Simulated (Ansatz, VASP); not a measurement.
# AlN in two plane-wave programs, part 3 of 3

Aim: how closely do two programs agree when they are given the same cell, functional and k mesh?  The cell is a member of a volume series, scaled by 0.9 from a relaxed one, so a pressure remains.

VASP 6.6.1 and Ansatz 0.2.0.

So far: The structure; VASP: zone-centre phonons, LDA; Ansatz: zone-centre phonons, LDA; Comparison.

## 5. VASP: zone-centre phonons, LDA

Level of this step: LDA; plane waves and PAW (Al, N) (VASP).

Second derivatives magnify differences that forces hide, and they need a tight electronic threshold. The cell compared in this pair holds 43.42 Å³, against 36.87 Å³ for the pair before.

File INCAR:

```
SYSTEM = AlN
PREC = Accurate
ENCUT = 560
EDIFF = 1E-08
NELM = 100
ISMEAR = 0
SIGMA = 0.03
LREAL = .FALSE.
ALGO = Normal
GGA = CA
NBANDS = 14
LORBIT = 11
LWAVE = .FALSE.
LCHARG = .FALSE.
KPAR = 8
IBRION = 8
LEPSILON = .TRUE.
LPEAD = .TRUE.
ISIF = 2
```

File POSCAR:

```
AlN
1.0
    3.1485697129      0.0000000000      0.0000000000
   -1.5742848564      2.7267413578      0.0000000000
    0.0000000000      0.0000000000      5.0573378578
Al N
2 2
Direct
    0.3333333300      0.6666666700      0.0005093692
    0.6666666700      0.3333333300      0.5005093692
    0.3333333300      0.6666666700      0.3814906308
    0.6666666700      0.3333333300      0.8814906308
```

File KPOINTS:

```
Automatic mesh
0
Gamma
14 14 8
0 0 0
```

The projector-augmented-wave data sets are Al and N (LDA family, release 64).

The run is started by

```console
mpirun -np 8 vasp_std
```

Numbers of over 12 decimals in the logs are rounded to 6 here.

The log of the run:

```text
[banner, memory and clock lines left out]
running    8 mpi-ranks, on    1 nodes
[...]
[... a notice as in an earlier step ...]

 LDA part: xc-table for (Slater(with rela. corr.)+CA(PZ))
 , standard interpolation
 POSCAR, INCAR and KPOINTS ok, starting setup
[...]
entering main loop
       N       E                     dE             d eps       ncg     rms          rms(c)
DAV:   1     0.433561544654E+02    0.43356E+02   -0.76974E+03  3360   0.108E+03
DAV:   2    -0.338382058211E+02   -0.77194E+02   -0.70642E+02  4694   0.194E+02
DAV:   3    -0.376169375938E+02   -0.37787E+01   -0.37627E+01  4512   0.453E+01
DAV:   4    -0.376412046883E+02   -0.24267E-01   -0.24265E-01  3732   0.437E+00
[...]
DAV:  12    -0.327544042984E+02    0.76918E-06   -0.29035E-06  4230   0.133E-02    0.447E-03
DAV:  13    -0.327544041130E+02    0.18534E-06   -0.11716E-06  4350   0.811E-03    0.156E-03
DAV:  14    -0.327544041097E+02    0.32752E-08   -0.25233E-08  3894   0.138E-03
   1 F= -.32754404E+02 E0= -.32754404E+02  d E =-.136086E-14
[...]
RMM:  11    -0.234288397318E+00    0.27927E-08    0.15249E-08 39590   0.258E-05    0.455E-07
 first order change of Fermi-energy  -0.46201E-02
 force on displaced ion       3 direction 1 : -13.883   0.000  -0.000
 Born effective charge ion    3 direction 1 :  -2.519  -0.000  -0.000
 Linear response progress:
  Degree of freedom:   4/  4
       N       E                     dE             d eps       ncg     rms          rms(c)
RMM:   1    -0.248535667195E+00   -0.24854E+00    0.20697E-01  9230   0.323E+00
RMM:   2    -0.246852410752E+00    0.16833E-02   -0.33634E-03  7491   0.417E-01    0.175E-01
RMM:   3    -0.247036926021E+00   -0.18452E-03   -0.17963E-03  7577   0.228E-01    0.798E-02
RMM:   4    -0.248172264615E+00   -0.11353E-02   -0.81677E-04  8026   0.145E-01    0.216E-02
[...]
RMM:  11    -0.248381574073E+00   -0.31041E-07   -0.59666E-08  9051   0.284E-05    0.162E-06
RMM:  12    -0.248381561263E+00    0.12810E-07   -0.34744E-09  8340   0.214E-05    0.758E-07
RMM:  13    -0.248381564017E+00   -0.27538E-08   -0.82428E-09  7347   0.195E-05    0.114E-07
 first order change of Fermi-energy   0.33746E+00
 force on displaced ion       3 direction 3 :   0.000  -0.000 -17.705
 Born effective charge ion    3 direction 3 :  -0.000   0.000  -2.675
 Born effective charges drift removed
 Linear response finished
```

OUTCAR, selected parts (step 5):

```text
 POSITION                                       TOTAL-FORCE (eV/Angst)
 -----------------------------------------------------------------------------------
     -0.00000      1.81783      0.00258        -0.000000      0.000000      0.000108
      1.57428      0.90891      2.53124        -0.000000      0.000000      0.000108
     -0.00000      1.81783      1.92933        -0.000000      0.000000     -0.000108
      1.57428      0.90891      4.45800         0.000000      0.000000     -0.000108
 -----------------------------------------------------------------------------------
    total drift:                               -0.000009      0.000005      0.000281

 MACROSCOPIC STATIC DIELECTRIC TENSOR (including local field effects in DFT)
 ------------------------------------------------------
           4.514606     0.000000     0.000000
           0.000000     4.514606     0.000000
           0.000000     0.000000     4.731966
 ------------------------------------------------------

 MACROSCOPIC STATIC DIELECTRIC TENSOR IONIC CONTRIBUTION
 ------------------------------------------------------
           3.993317     0.000000     0.000000
           0.000000     3.993317     0.000000
           0.000000     0.000000     5.332326
 ------------------------------------------------------

[... 1 part as in an earlier step ...]
```

## 6. Ansatz: zone-centre phonons, LDA

The same cell, functional (in two slightly different forms) and mesh now go to Ansatz, which takes its cutoff from its data sets.

The cell is a member of a volume series, scaled by 1.06 from a relaxed one, so a pressure remains.

File input.yaml:

```yaml
crystal:
  lattice:
    - [3.1485697129, 0.0, 0.0]
    - [-1.5742848564, 2.7267413578, 0.0]
    - [0.0, 0.0, 5.0573378578]
  atoms:
    - { symbol: Al, position: [0.33333333, 0.66666667, 0.0005093692] }
    - { symbol: Al, position: [0.66666667, 0.33333333, 0.5005093692] }
    - { symbol: "N", position: [0.33333333, 0.66666667, 0.3814906308] }
    - { symbol: "N", position: [0.66666667, 0.33333333, 0.8814906308] }
hamiltonian:
  xc: lda
  pseudopotentials: { kind: paw }
kpoints:
  mp_grid: { grid: [14, 14, 8] }
scf:
  occupations: { method: fixed }
phonons:
  method: dfpt
  qpoints: [[0, 0, 0]]
  dielectric: true
  rigid_motions: translations
```

The run is started by

```console
ansatz run input.yaml --threads 4 --pin off --max-ram 9216MiB --backend cpu --events-out ev --progress --plain --runs-dir out
```

The log of the run:

```text
[...]
Crystal: 4 atoms, lattice volume = 43.419 Å³
Basis set: ecut = 420 eV, 845 PW (Γ), exchange–correlation on 48×48×72 points (8 copies of the dense FFT grid, shifted against one another)
Bands: 12, of which v1, the nominal top of the filled ones, is band 8 counted from 1 (7 counted from 0)
Symmetry: 12 space group operations
k-points: 429 of 1568 (irreducible under 2 space group operations, time reversal used)
[...]
optical modes at Γ + LO–TO along q̂ = [0.0000, 1.0000, 0.0000]:
      ω (cm⁻¹)  modes    IR ((D/Å)²/amu)
[...]
optical modes at Γ + LO–TO along q̂ = [0.0000, 0.0000, 1.0000]:
      ω (cm⁻¹)  modes    IR ((D/Å)²/amu)
[...]
601.41      2             0.0000
        619.17      2            64.3015
        683.19      1             0.0000
        835.86      1            36.1791
--- Phonons (arbitrary-q DFPT): 1 explicit q-point ---
[...]
[key lines of the parts left out:]
SCF converged after 7 iterations
Free energy (F): -1779.617650 eV
Fermi energy:    6.429910 eV
```

It took 41 s on 4 threads of Arm Neoverse V1, shared host; peak memory 1.1 GiB.

## 7. Differences

The two programs side by side:

```
                                     quantity  Ansatz   VASP  difference
                                        ε∞ xx    4.52   4.51     +0.05 %
                                        ε∞ yy    4.52   4.51     +0.05 %
                                        ε∞ zz    4.73   4.73     +0.05 %
Born charge of Al1 (mean of the diagonal) (e)    2.59   2.57       +0.02
 Born charge of N3 (mean of the diagonal) (e)   -2.59  -2.57       -0.02
                           mode 4 to 5 (cm⁻¹)   239.7  239.6     +0.04 %
                                mode 6 (cm⁻¹)   519.8  521.7     -0.37 %
                                mode 7 (cm⁻¹)   568.6  574.3     -1.00 %
                           mode 8 to 9 (cm⁻¹)   601.4  608.3     -1.13 %
                         mode 10 to 11 (cm⁻¹)   619.2  625.1     -0.95 %
                               mode 12 (cm⁻¹)   683.2  687.3     -0.60 %
```

## 8. Summary of results

| Property | Result |
| --- | --- |
| difference in mode 8 to 9 (zone-centre phonons, LDA, volume scaled by 0.9) | -1.2 % |
| difference in mode 8 to 9 (zone-centre phonons, LDA, volume scaled by 1.06) | -1.1 % |

The difference in mode 8 to 9 is -1.2 % (zone-centre phonons, LDA), within the 3 % picked in this series as the mark of a large difference. How closely two codes agree says nothing of how well the functional describes the real material.

[Lines on the potential files, build, host, timing and source positions are cut from VASP's logs without a mark.]

[Logs are printed without paths, hosts, clocks, repeated set-up lines and the standing remarks that a program may print on its own settings, such as how far it seeks lower states.]

[Hosts, paths, dates, database ids (printed as entryN), source tags and the programs' standing remarks are cut or masked in the printed files.]
